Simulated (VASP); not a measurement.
Set up this calculation in VASP 6.6.1, as an ASE script.

| Property | Result |
| --- | --- |
| Task | equation of state |
| Functional | vdW-DF |
| Potentials or basis | VASP PAW PBE potentials, release 64 (Hf_pv, B_h) |
| Cutoff | 900 eV |
| k mesh | 10 × 10 × 8 |
| Occupations | fermi-dirac, width 0.02 eV |
| Spin | no spin polarisation |
| Further INCAR settings | ALGO = Normal; EDIFF = 1.00e-06 |

HfB2:

```
CELL_PARAMETERS angstrom
3.14000 0.00000 0.00000
-1.57000 2.71932 0.00000
0.00000 0.00000 3.48000
ATOMIC_POSITIONS crystal
Hf 0.00000 0.00000 0.00000
B 0.66667 0.33333 0.50000
B 0.33333 0.66667 0.50000
```

One way to write it, as run:

run.py

```python
from ase.calculators.vasp import Vasp
from ase.eos import EquationOfState
from ase.io import Trajectory
from ase.spacegroup import crystal
from ase.units import GPa

atoms = crystal(
    ['Hf', 'B'],
    basis=[[0.0, 0.0, 0.0], [0.6666666667, 0.3333333333, 0.5]],
    spacegroup=191,
    setting=1,
    cellpar=[3.14, 3.14, 3.48, 90.0, 90.0, 120.0],
    primitive_cell=True,
)
calc = Vasp(
    directory='calc',
    xc='vdw-df',
    pp='PBE',
    setups={'base': 'minimal', 'Hf': '_pv', 'B': '_h'},
    prec='Accurate',
    encut=900,
    ediff=1e-06,
    ismear=-1,
    sigma=0.02,
    lreal=False,
    lasph=True,
    nelm=100,
    algo='Normal',
    isif=2,
    lwave=False,
    lcharg=False,
    kpts=[10, 10, 8],
    gamma=True,
)
atoms.calc = calc
cell = atoms.cell.copy()
volumes, energies = [], []
traj = Trajectory('eos.traj', 'w')
for x in [0.94, 0.96, 0.98, 1.0, 1.02, 1.04, 1.06]:
    atoms.set_cell(cell * x ** (1 / 3), scale_atoms=True)
    volumes.append(atoms.get_volume())
    energies.append(atoms.get_potential_energy())
    traj.write(atoms)
    print(f'{x:5.2f} {volumes[-1]:12.5f} {energies[-1]:14.6f}')

v0, e0, B = EquationOfState(volumes, energies, eos='sj').fit()
print(f'V0 = {v0:.4f} A^3, E0 = {e0:.6f} eV, B = {B / GPa:.2f} GPa')
```

Potentials or basis: VASP PAW PBE potentials, release 64 (Hf_pv, B_h).

The run is started by

```sh
$ python run.py
```

It gave:

The equilibrium volume is 10.20 Å³/atom and the bulk modulus at fixed shape and positions is 240 GPa. The pressure derivative of the bulk modulus is 3.9.

Caveat: the cell was scaled at fixed shape and fractional positions, which overstates the stiffness of a crystal with free parameters, most of all of layers and chains; the PAW data sets were made with another functional, which shifts forces and pressure a little.

It took 11 min on 1 thread of AMD EPYC 7R43 64-Core Processor (Zen 3), with other jobs on the host, peak memory 0.4 GiB.
